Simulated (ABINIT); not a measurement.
Runs of ABINIT 10.8.3 (patched build) on BAs. It takes space group F-43m (No. 216, cubic). Conventional cell: a = 4.777 Å, b = 4.777 Å, c = 4.777 Å, α = 90.00°, β = 90.00°, γ = 90.00°. As (site symmetry -43m) has 4 B at 2.07 Å as nearest neighbours. Around B (site symmetry -43m) lie 4 As at 2.07 Å. 

```tsv
task	level	potentials or basis	spin	cell	k mesh	cutoff (eV)	smearing	stop of the response cycle (tolvrs)	acoustic sum rule (asr)	bands in the sums	one-shot functional	k points of the masses	gap on the mesh (eV)	pressure (GPa)
single point	PBEsol	PseudoDojo NC SR PBEsol v0.4 stringent	off	as given	8 × 8 × 8	1306	fermi-dirac 0.05 eV	-	-	-	-	-	1.11	-2.3
one-shot levels of the hybrid PBE0-1/3	PBE	PseudoDojo NC SR PBE v0.4.1 standard	off	as given	6 × 6 × 6	1143	fixed	-	-	17	PBE0-1/3	-	1.29	-
one-shot levels of the hybrid HF	PBE	PseudoDojo NC SR PBE v0.4.1 standard	off	as given	6 × 6 × 6	1143	fixed	-	-	17	HF	-	1.29	-
single point	PBE	PseudoDojo NC SR PBE v0.4.1 standard	off	as given	8 × 8 × 8	1143	fermi-dirac 0.05 eV	-	-	-	-	-	(b)	(a)
relaxation of cell and atoms	PBEsol	Ansatz PAW PBE default generated set, frozen core	off	relaxed	8 × 8 × 8	419	fermi-dirac 0.05 eV	-	-	-	-	-	1.10	0.0
```

Fill in the values left out.

(a) 2.7; (b) 1.21.

Caveats: the atomic spheres overlap (some runs); the PAW data sets were made with another functional, which shifts forces and pressure a little (some runs).

A k mesh can miss the band edges, and the runs leave out spin-orbit coupling on As.

Not every run made on this cell is shown here.
